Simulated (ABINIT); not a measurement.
# Ag (Fm-3m) in ABINIT: settings compared

Aim: see how the results for Ag move with the level of theory and the settings. Levels: PBE, HLE16, PW91, OLYP. Tasks: band structure, equation of state.

Program: ABINIT 10.8.3 (patched build). These are calculated values, not measurements. Logs are shortened: lines on timing, memory, paths and dates and some standing lists are left out, and cuts for length are marked. The log counts tension as positive stress, the text compression.

**1. The structure**

Symmetry: Fm-3m, No. 225, cubic system. The conventional cell has a = 4.085 Å, b = 4.085 Å, c = 4.085 Å, α = 90.00°, β = 90.00°, γ = 90.00°. Ag (site symmetry m-3m) is surrounded by 12 Ag at 2.89 Å.

**2. Band structure, PBE**

Input file run.abi:

```
# Datasets: ground state, then fixed potential
ndtset 2

# Pseudopotentials
pp_dirpath "./"
pseudos "Ag.upf"

# Structure
acell 3*1.0 Angstrom
rprim
     0.0000000000     2.0427500000     2.0427500000
     2.0427500000     0.0000000000     2.0427500000
     2.0427500000     2.0427500000     0.0000000000
ntypat 1
znucl 47
natom 1
typat 1
xred
     0.0000000000     0.0000000000     0.0000000000

# Plane-wave basis
ecut 1115.666836 eV

# Exchange and correlation
ixc 11

# Bands and occupations
occopt 3
tsmear 0.00183747

# SCF cycle
nstep 100

# Output
iomode 3
prtwf 0
prteig 0
prtebands 0
enunit 2
prtden1 1

# Dataset 1
kptopt1 1
ngkpt1 11 11 11
nshiftk1 1
shiftk1 0.0 0.0 0.0
nband1 14
tolvrs1 1.0e-10

# Dataset 2: bands along G-X-W-K-G-L-U-W-L-K
iscf2 -2
getden2 1
nband2 18
nbdbuf2 2
tolwfr2 1.0e-12
kptopt2 -9
ndivsm2 8
prteig2 1
prtvol2 -3
kptbounds2
     0.0000000000     0.0000000000     0.0000000000
     0.5000000000     0.0000000000     0.5000000000
     0.5000000000     0.2500000000     0.7500000000
     0.3750000000     0.3750000000     0.7500000000
     0.0000000000     0.0000000000     0.0000000000
     0.5000000000     0.5000000000     0.5000000000
     0.6250000000     0.2500000000     0.6250000000
     0.5000000000     0.2500000000     0.7500000000
     0.5000000000     0.5000000000     0.5000000000
     0.3750000000     0.3750000000     0.7500000000
```

Potentials or basis: PseudoDojo NC SR PBE v0.4.1 standard.

Run with:

```sh
> abinit run.abi > log 2>&1
```

run.abo:

```text
.Version 10.8.3 of ABINIT
 DATASET    1 : space group Fm -3 m (#225); Bravais cF (face-center cubic)
================================================================================
 Values of the parameters that define the memory need for DATASET  1.
     intxc =       0    ionmov =       0      iscf =       7    lmnmax =       6
     lnmax =       6     mgfft =      32  mpssoang =       3    mqgrid =    3001
     natom =       1  nloc_mem =       1    nspden =       1   nspinor =       1
    nsppol =       1      nsym =      48    n1xccc =    2501    ntypat =       1
    occopt =       3   xclevel =       2
       mpw =        1458          nfft =       32768          nkpt =          56
================================================================================
================================================================================

 DATASET    2 : space group Fm -3 m (#225); Bravais cF (face-center cubic)
================================================================================
 Values of the parameters that define the memory need for DATASET  2.
     intxc =       0    ionmov =       0      iscf =      -2    lmnmax =       6
     lnmax =       6     mgfft =      32  mpssoang =       3    mqgrid =    3001
     natom =       1  nloc_mem =       1    nspden =       1   nspinor =       1
    nsppol =       1      nsym =      48    n1xccc =    2501    ntypat =       1
    occopt =       3   xclevel =       2
       mpw =        1460          nfft =       32768          nkpt =         139
================================================================================
================================================================================

--------------------------------------------------------------------------------
------------- Echo of variables that govern the present computation ------------
--------------------------------------------------------------------------------
 -outvars: echo values of preprocessed input variables --------
            acell      1.8897261259E+00  1.8897261259E+00  1.8897261259E+00 Bohr
              amu      1.07868200E+02
             ecut      4.10000000E+01 Hartree
           enunit           2
           getden1          0
           getden2          1
             iscf1          7
             iscf2         -2
              ixc          11
           jdtset        1    2
           kptopt1          1
           kptopt2         -9
         kptrlatt       11    0    0      0   11    0      0    0   11
          kptrlen1     6.00512109E+01
          kptrlen2     3.00000000E+01
            natom           1
            nband1         14
            nband2         18
           nbdbuf1          0
           nbdbuf2          2
           ndtset           2
           ndivsm1          0
           ndivsm2          8
[... 1237 lines left out ...]
 kpt#   3, nband= 18, wtk=  1.00000, kpt=  0.0435  0.0000  0.0435 (reduced coord)
  -2.98001   -1.63463   -1.63457   -1.63457    0.11821    0.22406    0.22628    0.22628
   0.26221    0.26387    0.99728    1.11373    1.11879    1.11879    1.31858    1.32788
   1.32788    1.33688
 kpt#   4, nband= 18, wtk=  1.00000, kpt=  0.0652  0.0000  0.0652 (reduced coord)
  -2.97999   -1.63477   -1.63462   -1.63462    0.12183    0.22264    0.22760    0.22760
   0.26082    0.26448    0.99830    1.10096    1.10918    1.10918    1.32530    1.32530
   1.33670    1.34307
 kpt#   5, nband= 18, wtk=  1.00000, kpt=  0.0870  0.0000  0.0870 (reduced coord)
[... 524 lines left out ...]
  -2.97923   -1.63926   -1.63792   -1.63615    0.18660    0.20673    0.23978    0.26071
   0.28820    0.53772    0.56180    0.72159    0.90994    1.01545    1.35964    1.38403
   1.40196    1.62124
 kpt# 137, nband= 18, wtk=  1.00000, kpt=  0.3929  0.3929  0.7143 (reduced coord)
  -2.97921   -1.63916   -1.63811   -1.63624    0.18470    0.20341    0.24310    0.26511
   0.28827    0.55448    0.56860    0.69381    0.89583    1.01719    1.33694    1.39550
   1.41804    1.62150
 kpt# 138, nband= 18, wtk=  1.00000, kpt=  0.3839  0.3839  0.7321 (reduced coord)
  -2.97920   -1.63917   -1.63816   -1.63631    0.18268    0.19984    0.24728    0.26879
   0.28881    0.56388    0.57896    0.67284    0.88310    1.01861    1.31160    1.40528
   1.43703    1.62447
 kpt# 139, nband= 18, wtk=  1.00000, kpt=  0.3750  0.3750  0.7500 (reduced coord)
  -2.97920   -1.63927   -1.63808   -1.63638    0.18077    0.19640    0.25160    0.27150
   0.28996    0.55906    0.59475    0.66391    0.87199    1.01975    1.28625    1.41353
   1.45519    1.63101
 Eigenvalues (   eV  ) for nkpt= 139  k points:
 kpt#   1, nband= 18, wtk=  1.00000, kpt=  0.0000  0.0000  0.0000 (reduced coord)
 -81.09060  -44.47767  -44.47767  -44.47767    3.13728    6.12834    6.12834    6.12834
   7.16678    7.16678   27.11447   30.65413   30.65413   30.65413   35.36766   36.24349
  36.24349   36.24349
 kpt#   2, nband= 18, wtk=  1.00000, kpt=  0.0217  0.0000  0.0217 (reduced coord)
 -81.09049  -44.47841  -44.47796  -44.47796    3.15721    6.12041    6.13558    6.13558
   7.15880    7.17015   27.12026   30.55931   30.60161   30.60161   35.50604   36.21021
  36.21021   36.27720
 kpt#   3, nband= 18, wtk=  1.00000, kpt=  0.0435  0.0000  0.0435 (reduced coord)
 -81.09016  -44.48062  -44.47883  -44.47883    3.21675    6.09685    6.15728    6.15728
   7.13521    7.18023   27.13737   30.30624   30.44391   30.44391   35.88030   36.13358
  36.13358   36.37834
 kpt#   4, nband= 18, wtk=  1.00000, kpt=  0.0652  0.0000  0.0652 (reduced coord)
 -81.08963  -44.48426  -44.48027  -44.48027    3.31504    6.05825    6.19325    6.19325
   7.09726    7.19685   27.16510   29.95862   30.18233   30.18233   36.06312   36.06312
  36.37352   36.54675
 kpt#   5, nband= 18, wtk=  1.00000, kpt=  0.0870  0.0000  0.0870 (reduced coord)
[... 525 lines left out ...]
   7.84243   14.63205   15.28749   19.63548   24.76063   27.63168   36.99779   37.66132
  38.14923   44.11612
 kpt# 137, nband= 18, wtk=  1.00000, kpt=  0.3929  0.3929  0.7143 (reduced coord)
 -81.06857  -44.60387  -44.57524  -44.52424    5.02607    5.53496    6.61518    7.21392
   7.84414   15.08810   15.47241   18.87960   24.37678   27.67902   36.38005   37.97347
  38.58674   44.12333
 kpt# 138, nband= 18, wtk=  1.00000, kpt=  0.3839  0.3839  0.7321 (reduced coord)
 -81.06827  -44.60403  -44.57666  -44.52632    4.97094    5.43797    6.72880    7.31409
   7.85904   15.34385   15.75421   18.30903   24.03049   27.71771   35.69055   38.23949
  39.10367   44.20413
 kpt# 139, nband= 18, wtk=  1.00000, kpt=  0.3750  0.3750  0.7500 (reduced coord)
 -81.06807  -44.60678  -44.57440  -44.52810    4.91891    5.34442    6.84625    7.38776
   7.89013   15.21283   16.18384   18.06579   23.72806   27.74884   35.00071   38.46406
  39.59780   44.38198

== END DATASET(S) ==============================================================
================================================================================

 -outvars: echo values of variables after computation  --------
            acell      1.8897261259E+00  1.8897261259E+00  1.8897261259E+00 Bohr
           etotal1    -1.5501883768E+02
            fcart1     0.0000000000E+00  0.0000000000E+00  0.0000000000E+00
            rprim      0.0000000000E+00  2.0427500000E+00  2.0427500000E+00
                       2.0427500000E+00  0.0000000000E+00  2.0427500000E+00
                       2.0427500000E+00  2.0427500000E+00  0.0000000000E+00
           strten1    -1.4280304937E-04 -1.4280304937E-04 -1.4280304937E-04
                       0.0000000000E+00  0.0000000000E+00  0.0000000000E+00
 Calculation completed.
```

It took 68 s on 1 thread of Arm Neoverse V1, shared host; peak memory 0.12 GiB.

What came out:

* Free energy: -4218.2775 eV
* Pressure: 4.2 GPa
* Band gap on the k mesh: none (metal or under the smearing width)
* Valence electrons inside the program's atomic spheres: Ag 16.35 (radii [1.0584] Å)

Levels at the corners of the path, in eV from the Fermi level:
| point | band 6 | band 7 | band 8 | band 9 | band 10 | band 11 | band 12 | band 13 |
| --- | --- | --- | --- | --- | --- | --- | --- | --- |
| Γ | -5.04 | -5.04 | -5.04 | -4.00 | -4.00 | 15.95 | 19.49 | 19.49 |
| X | -6.54 | -3.23 | -2.99 | -2.99 | 1.35 | 6.49 | 10.46 | 10.46 |
| W | -5.31 | -5.31 | -3.99 | -2.99 | 5.71 | 5.71 | 6.76 | 7.94 |
| K | -5.82 | -4.32 | -3.78 | -3.28 | 4.05 | 5.02 | 6.90 | 12.56 |
| Γ | -5.04 | -5.04 | -5.04 | -4.00 | -4.00 | 15.95 | 19.49 | 19.49 |
| L | -5.06 | -5.06 | -3.20 | -3.20 | -0.66 | 3.36 | 15.15 | 17.72 |
| U | -5.82 | -4.32 | -3.78 | -3.28 | 4.05 | 5.02 | 6.90 | 12.56 |
| W | -5.31 | -5.31 | -3.99 | -2.99 | 5.71 | 5.71 | 6.76 | 7.94 |
| L | -5.06 | -5.06 | -3.20 | -3.20 | -0.66 | 3.36 | 15.15 | 17.72 |
| K | -5.82 | -4.32 | -3.78 | -3.28 | 4.05 | 5.02 | 6.90 | 12.56 |

**3. Band structure, HLE16**

Input file run.abi:

```
ndtset 2

pp_dirpath "./"
pseudos "Ag.upf"

acell 5.4592009917 5.4592009917 5.4592009917
rprim
     0.0000000000     0.7071067812     0.7071067812
     0.7071067812     0.0000000000     0.7071067812
     0.7071067812     0.7071067812     0.0000000000
ntypat 1
znucl 47
natom 1
typat 1
xred
     0.0000000000     0.0000000000     0.0000000000

ecut 41.0

ixc -545

occopt 3
tsmear 0.00183747

nstep 100

iomode 3
prtwf 0
prteig 0
prtebands 0
enunit 1
prtden1 1

kptopt1 1
ngkpt1 11 11 11
nshiftk1 1
shiftk1 0.0 0.0 0.0
nband1 14
tolvrs1 1.0e-10

iscf2 -2
getden2 1
nband2 18
nbdbuf2 2
tolwfr2 1.0e-12
kptopt2 -9
ndivsm2 6
prteig2 1
prtvol2 -3
kptbounds2
     0.0000000000     0.0000000000     0.0000000000
     0.5000000000     0.0000000000     0.5000000000
     0.5000000000     0.2500000000     0.7500000000
     0.3750000000     0.3750000000     0.7500000000
     0.0000000000     0.0000000000     0.0000000000
     0.5000000000     0.5000000000     0.5000000000
     0.6250000000     0.2500000000     0.6250000000
     0.5000000000     0.2500000000     0.7500000000
     0.5000000000     0.5000000000     0.5000000000
     0.3750000000     0.3750000000     0.7500000000
```

Potentials or basis: PseudoDojo NC SR PBE v0.4.1 standard.

Run with:

```sh
> abinit run.abi > log 2>&1
```

It took 48 s on 1 thread of Arm Neoverse V2, shared host; peak memory 0.1 GiB.

The run converged. Its results:

```yaml
Free_energy: -4378.8431 eV
Pressure: -6.8 GPa
Band_gap_on_the_k_mesh: none (metal or under the smearing width)
Valence_electrons_inside_the_program's_atomic_spheres: Ag 16.67 (radii [1.0584] Å)
```

Levels at the corners of the path, in eV from the Fermi level:
| point | band 7 | band 8 | band 9 | band 10 | band 11 | band 12 |
| --- | --- | --- | --- | --- | --- | --- |
| Γ | -6.18 | -6.18 | -5.31 | -5.31 | 16.31 | 19.96 |
| X | -4.65 | -4.44 | -4.44 | 1.77 | 6.28 | 10.94 |
| W | -6.32 | -5.26 | -4.44 | 5.81 | 5.81 | 7.00 |
| K | -5.44 | -5.10 | -4.68 | 4.14 | 5.15 | 6.78 |
| Γ | -6.18 | -6.18 | -5.31 | -5.31 | 16.31 | 19.96 |
| L | -6.20 | -4.62 | -4.62 | -0.27 | 3.09 | 15.49 |
| U | -5.44 | -5.10 | -4.68 | 4.14 | 5.15 | 6.78 |
| W | -6.32 | -5.26 | -4.44 | 5.81 | 5.81 | 7.00 |
| L | -6.20 | -4.62 | -4.62 | -0.27 | 3.09 | 15.49 |
| K | -5.44 | -5.10 | -4.68 | 4.14 | 5.15 | 6.78 |

Caveat: the potentials were made for a functional far from this one; the potentials were made for another functional, which shifts forces and pressure.

**4. Equation of state, PW91**

Input file run.abi:

```
# Datasets: one volume each
ndtset 7
getwfk -1
scalecart1 3*0.9795861087
scalecart2 3*0.9864848297
scalecart3 3*0.9932883884
scalecart4 3*1.0000000000
scalecart5 3*1.0066227096
scalecart6 3*1.0131594038
scalecart7 3*1.0196128224

# Pseudopotentials
pp_dirpath "./"
pseudos "Ag.GGA_PBE-JTH.xml"

# Structure
acell 5.4592009917 5.4592009917 5.4592009917
rprim
     0.0000000000     0.7071067812     0.7071067812
     0.7071067812     0.0000000000     0.7071067812
     0.7071067812     0.7071067812     0.0000000000
ntypat 1
znucl 47
natom 1
typat 1
xred
     0.0000000000     0.0000000000     0.0000000000

# Plane-wave basis
ecut 462.593566 eV
pawecutdg 34.0

# k points
kptopt 1
ngkpt 11 11 11
nshiftk 1
shiftk 0.0 0.0 0.0

# Exchange and correlation
ixc -109134

# Bands and occupations
nband 10
occopt 3
tsmear 0.00183747

# SCF cycle
nstep 100
tolvrs 1.0e-9

# Output
iomode 3
prtwf 1
prtden 0
prteig 0
prtebands 0
enunit 1
```

Potentials or basis: JTH PAW PBE v2.0.

Run with:

```sh
> abinit run.abi > log 2>&1
```

Run time: 37 s. Hardware: 1 thread of Arm Neoverse V2, shared host; peak memory 0.13 GiB.

It converged, with:

| Item | Value |
| --- | --- |
| Equilibrium volume | 17.79 Å³/atom |
| Bulk modulus | 90 GPa |
| Pressure derivative of the bulk modulus | 6.2 |

Energy against volume, from the lowest point:
```csv
volume (Å³/atom),energy (meV/atom)
16.025,62.89
16.366,38.88
16.707,21.35
17.048,9.48
17.389,2.58
17.730,0.00
18.071,1.18
```

Caveat: pressures at fixed basis lie under the slope of the energies; the PAW data sets were made with another functional, which shifts forces and pressure a little. Zero-point motion and thermal expansion aren't in these numbers.

**5. Band structure, OLYP**

Input file run.abi:

```
ndtset 2

pp_dirpath "./"
pseudos "Ag.GGA_PBE-JTH.xml"

acell 5.4592009917 5.4592009917 5.4592009917
rprim
     0.0000000000     0.7071067812     0.7071067812
     0.7071067812     0.0000000000     0.7071067812
     0.7071067812     0.7071067812     0.0000000000
ntypat 1
znucl 47
natom 1
typat 1
xred
     0.0000000000     0.0000000000     0.0000000000

ecut 462.593566 eV
pawecutdg 34.0

ixc -110131

occopt 3
tsmear 0.00183747

nstep 100

iomode 3
prtwf 0
prteig 0
prtebands 0
enunit 2
prtden1 1

kptopt1 1
ngkpt1 11 11 11
nshiftk1 1
shiftk1 0.0 0.0 0.0
nband1 10
tolvrs1 1.0e-9

iscf2 -2
getden2 1
nband2 14
nbdbuf2 2
tolwfr2 1.0e-12
kptopt2 -9
ndivsm2 8
prteig2 1
kptbounds2
     0.0000000000     0.0000000000     0.0000000000
     0.5000000000     0.0000000000     0.5000000000
     0.5000000000     0.2500000000     0.7500000000
     0.3750000000     0.3750000000     0.7500000000
     0.0000000000     0.0000000000     0.0000000000
     0.5000000000     0.5000000000     0.5000000000
     0.6250000000     0.2500000000     0.6250000000
     0.5000000000     0.2500000000     0.7500000000
     0.5000000000     0.5000000000     0.5000000000
     0.3750000000     0.3750000000     0.7500000000
```

Run with:

```sh
> abinit run.abi > log 2>&1
```

Run time: 15 s. Hardware: 1 thread of Arm Neoverse V2, shared host; peak memory 0.11 GiB.

The run converged. Its results:

* Free energy: -1043.7230 eV
* Pressure: 6.7 GPa
* Band gap on the k mesh: none (metal or under the smearing width)
* Valence electrons inside the program's atomic spheres: Ag 9.85 (radii [1.331] Å)

Levels at the corners of the path, in eV from the Fermi level:
```
point  band 2  band 3  band 4  band 5  band 6  band 7  band 8  band 9
    Γ   -5.26   -5.26   -5.26   -4.27   -4.27   16.45   19.94   19.94
    X   -6.71   -3.53   -3.29   -3.29    1.44    6.44   10.66   10.66
    W   -5.51   -5.51   -4.25   -3.29    5.73    5.73    6.88    7.86
    K   -6.00   -4.54   -4.05   -3.57    4.05    5.07    6.87   12.72
    Γ   -5.26   -5.26   -5.26   -4.27   -4.27   16.45   19.94   19.94
    L   -5.29   -5.29   -3.50   -3.50   -0.59    3.30   15.53   18.06
    U   -6.00   -4.54   -4.05   -3.57    4.05    5.07    6.87   12.72
    W   -5.51   -5.51   -4.25   -3.29    5.73    5.73    6.88    7.86
    L   -5.29   -5.29   -3.50   -3.50   -0.59    3.30   15.53   18.06
    K   -6.00   -4.54   -4.05   -3.57    4.05    5.07    6.87   12.72
```

Caveat: the PAW data sets were made with another functional, which shifts forces and pressure a little.

**6. For comparison**

An earlier run on the cell as given: functional PBE; potentials or basis JTH PAW PBE v2.0; cutoff 463 eV; k mesh 11 × 11 × 11; occupations fermi-dirac, width 0.05 eV; no spin polarisation.

- Pressure: 4.5 GPa
- Band gap on the k mesh: none (metal or under the smearing width)
- Valence electrons inside the program's atomic spheres: Ag 9.82 (radii [1.331] Å)

**7. The runs side by side**

```tsv
task	level	potentials or basis	cutoff (eV)	fine-grid cutoff	gap on the mesh (eV)	pressure (GPa)
band structure	PBE	PseudoDojo NC SR PBE v0.4.1 standard	1116	-	none	4.2
band structure	HLE16	PseudoDojo NC SR PBE v0.4.1 standard	1116	-	none	-6.8
equation of state	PW91	JTH PAW PBE v2.0	463	925.187 eV	-	-
band structure	OLYP	JTH PAW PBE v2.0	463	925.187 eV	none	6.7
single point	PBE	JTH PAW PBE v2.0	463	925.187 eV	none	4.5
```

Alike in all rows: no spin polarisation; cell as given; k mesh 11 × 11 × 11; smearing fermi-dirac 0.05 eV.

Caveats: the PAW data sets were made with another functional, which shifts forces and pressure a little (some runs); the potentials were made for a functional far from this one (some runs); the potentials were made for another functional, which shifts forces and pressure (some runs); pressures at fixed basis lie under the slope of the energies (some runs).

Total energies depend on the potentials used, so only differences within one code and one set of settings carry meaning.
